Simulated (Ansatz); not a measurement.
# Rh: a strain scan

This session takes Rh and sets out to strain the cell along the Voigt pattern (1, 1, 0, 0, 0, 0).

This is Rh in the hcp structure; at room conditions it is fcc.

Method: DFT PBEsol, scalar-relativistic, plane waves, PAW, in Ansatz 0.2.0.

2 further runs of the same task are left out: 2 set aside as unsound or not needed. Runs told in other sessions of the task aren't counted.

**1. The structure to begin with**

The structure is hexagonal, space group P6_3/mmc (No. 194). Conventional cell: a = 2.689 Å, b = 2.689 Å, c = 4.329 Å, α = 90.00°, β = 90.00°, γ = 120.00°. Rh (site symmetry -6m2) has 12 Rh at 2.66 to 2.69 Å in its first shell of neighbours.

Structure file:

```cif
data_structure
_symmetry_space_group_name_H-M 'P 1'
_symmetry_Int_Tables_number 1
_cell_length_a 2.6887
_cell_length_b 2.6887
_cell_length_c 4.3290
_cell_angle_alpha 90.000
_cell_angle_beta 90.000
_cell_angle_gamma 120.000
_cell_volume 27.10
loop_
_atom_site_label
_atom_site_type_symbol
_atom_site_fract_x
_atom_site_fract_y
_atom_site_fract_z
_atom_site_occupancy
Rh1 Rh 0.66667 0.33333 0.75000 1
Rh2 Rh 0.33333 0.66667 0.25000 1
```

It goes back to an entry of the Materials Project, which need not be the stable form.

This cell was relaxed beforehand with the same method: volume 13.55 Å³/atom, gap on the mesh none (metal).

**2. Zero of energy**

The reference gives a free energy of -12677.4286 eV, pressure 0.12 GPa, largest force 0.000 eV/Å and gap on the mesh none (metal). It was computed beforehand with the settings of the runs below.

**3. Setting up a strain scan**

The cell is strained by ε times the Voigt pattern (1, 1, 0, 0, 0, 0) (xx, yy, zz, yz, xz, xy; engineering shear), with fractional coordinates fixed (clamped ions). The stress on the pattern is the sum of the stress components weighted by it, tension positive.

**4. At ε = -0.0600**

Contents of input.yaml:

```yaml
crystal:
  lattice:
    - [2.5274119199, 0.0, 0.0]
    - [-1.26370596, 2.1888029285, 0.0]
    - [0.0, 0.0, 4.3290202437]
  atoms:
    - { symbol: Rh, position: [0.6666666667, 0.3333333333, 0.75] }
    - { symbol: Rh, position: [0.3333333333, 0.6666666667, 0.25] }
basis:
  ecutwfc: 420
kpoints:
  mp_grid: { grid: [24, 24, 14] }
hamiltonian:
  xc: pbesol
scf:
  occupations: { method: gaussian, width: 0.15 }
output:
  forces: true
  stress: true
  eigenvalues: true
```

Started as:

```
ansatz run input.yaml --threads 1 --pin off --max-ram 2560MiB --backend cpu --events-out ev --progress --plain --runs-dir out
```

**5. At ε = 0.0450**

input.yaml, as its differences from that of step 4:

```diff
@@ -2,4 +2,4 @@
   lattice:
-    - [2.5274119199, 0.0, 0.0]
-    - [-1.26370596, 2.1888029285, 0.0]
+    - [2.8097292088, 0.0, 0.0]
+    - [-1.4048646044, 2.4332968726, 0.0]
     - [0.0, 0.0, 4.3290202437]
```

**6. ε = -0.0300**

input.yaml, as its differences from that of step 5:

```diff
@@ -2,4 +2,4 @@
   lattice:
-    - [2.8097292088, 0.0, 0.0]
-    - [-1.4048646044, 2.4332968726, 0.0]
+    - [2.6080740025, 0.0, 0.0]
+    - [-1.3040370012, 2.2586583411, 0.0]
     - [0.0, 0.0, 4.3290202437]
```

**7. Point ε = 0.0150**

input.yaml, as its differences from that of step 6:

```diff
@@ -2,4 +2,4 @@
   lattice:
-    - [2.6080740025, 0.0, 0.0]
-    - [-1.3040370012, 2.2586583411, 0.0]
+    - [2.7290671263, 0.0, 0.0]
+    - [-1.3645335631, 2.36344146, 0.0]
     - [0.0, 0.0, 4.3290202437]
```

**8. ε = 0.0600**

input.yaml, as its differences from that of step 7:

```diff
@@ -2,4 +2,4 @@
   lattice:
-    - [2.7290671263, 0.0, 0.0]
-    - [-1.3645335631, 2.36344146, 0.0]
+    - [2.8500602501, 0.0, 0.0]
+    - [-1.4250301251, 2.4682245789, 0.0]
     - [0.0, 0.0, 4.3290202437]
```

**9. Point ε = -0.0450**

input.yaml, as its differences from that of step 8:

```diff
@@ -2,4 +2,4 @@
   lattice:
-    - [2.8500602501, 0.0, 0.0]
-    - [-1.4250301251, 2.4682245789, 0.0]
+    - [2.5677429612, 0.0, 0.0]
+    - [-1.2838714806, 2.2237306348, 0.0]
     - [0.0, 0.0, 4.3290202437]
```

**10. At ε = 0.0300**

input.yaml, as its differences from that of step 9:

```diff
@@ -2,4 +2,4 @@
   lattice:
-    - [2.5677429612, 0.0, 0.0]
-    - [-1.2838714806, 2.2237306348, 0.0]
+    - [2.7693981676, 0.0, 0.0]
+    - [-1.3846990838, 2.3983691663, 0.0]
     - [0.0, 0.0, 4.3290202437]
```

**11. ε = -0.0150**

input.yaml, as its differences from that of step 10:

```diff
@@ -2,4 +2,4 @@
   lattice:
-    - [2.7693981676, 0.0, 0.0]
-    - [-1.3846990838, 2.3983691663, 0.0]
+    - [2.6484050437, 0.0, 0.0]
+    - [-1.3242025219, 2.2935860474, 0.0]
     - [0.0, 0.0, 4.3290202437]
```

**12. ε = 0.0525**

input.yaml, as its differences from that of step 11:

```diff
@@ -2,4 +2,4 @@
   lattice:
-    - [2.6484050437, 0.0, 0.0]
-    - [-1.3242025219, 2.2935860474, 0.0]
+    - [2.8298947295, 0.0, 0.0]
+    - [-1.4149473647, 2.4507607258, 0.0]
     - [0.0, 0.0, 4.3290202437]
```

(Steps that only read results are left out.)

Before running it: what results should come out? Wanted: slope of the stress at ε = 0, over ±0.0150.

The runs gave:

| quantity | value |
| --- | --- |
| slope of the stress at ε = 0, over ±0.0150 | 1342 GPa |

What this shows: From the stress slope, C11 + C22 + 2 C12 is about 1342 GPa with the ions clamped; letting the atoms relax could not make it stiffer. The undisturbed cell stays the lowest of the sampled points. Compression costs more than tension: 255.2 against 163.8 meV/atom at the ends.
